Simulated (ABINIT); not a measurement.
Runs of ABINIT 10.8.3 (patched build) on KTaO3. Symmetry: Pm-3m, No. 221, cubic system. Conventional cell: a = 3.988 Å, b = 3.988 Å, c = 3.988 Å, α = 90.00°, β = 90.00°, γ = 90.00°. Ta (site symmetry m-3m) is surrounded by 6 O at 1.99 Å. Around K (site symmetry m-3m) lie 12 O at 2.82 Å. O (site symmetry 4/mmm) is surrounded by 2 Ta at 1.99 Å. 

```csv
task,level,potentials or basis,k mesh,cutoff (eV),fine-grid cutoff,mesh quality,gap on the mesh (eV),pressure (GPa)
band structure,WC,JTH PAW PBE v2.0,7 × 7 × 7,626,1224.51 eV,not flagged,2.16,-0.1
band structure,AM05,JTH PAW PBE v2.0,7 × 7 × 7,626,1224.51 eV,not flagged,(b),0.6
band structure,HCTH407,JTH PAW PBE v2.0,7 × 7 × 7,626,1224.51 eV,not flagged,(c),5.5
band structure,LDA-PZ,JTH PAW LDA v2.0,7 × 7 × 7,626,1224.51 eV,not flagged,2.09,-6.0
single point,r2SCAN,JTH PAW PBE v2.0,3 × 3 × 3,762,1360.57 eV,coarse,(a),0.1
single point,r2SCAN,JTH PAW PBE v2.0,4 × 4 × 4,762,1360.57 eV,not flagged,2.60,-0.1
single point,PBEsol,JTH PAW PBE v2.0,9 × 9 × 9,626,1224.51 eV,not flagged,2.12,-0.1
band structure,PW91,JTH PAW PBE v2.0,7 × 7 × 7,626,1224.51 eV,not flagged,2.23,4.8
```

Alike in all rows: no spin polarisation; cell as given; smearing fermi-dirac 0.05 eV.

Task: Fill in the values left out.

Result: (a) 2.84; (b) 2.15; (c) 2.29.

Caveats: some runs use coarse meshes; spin-orbit coupling is left out, which moves the levels of the heavy elements; the atomic spheres overlap; the PAW data sets were made with another functional, which shifts forces and pressure a little (some runs); an odd mesh through Γ misses points on the zone boundary, where band edges often lie (some runs).

A k mesh can miss the band edges, and the runs leave out spin-orbit coupling on Ta.
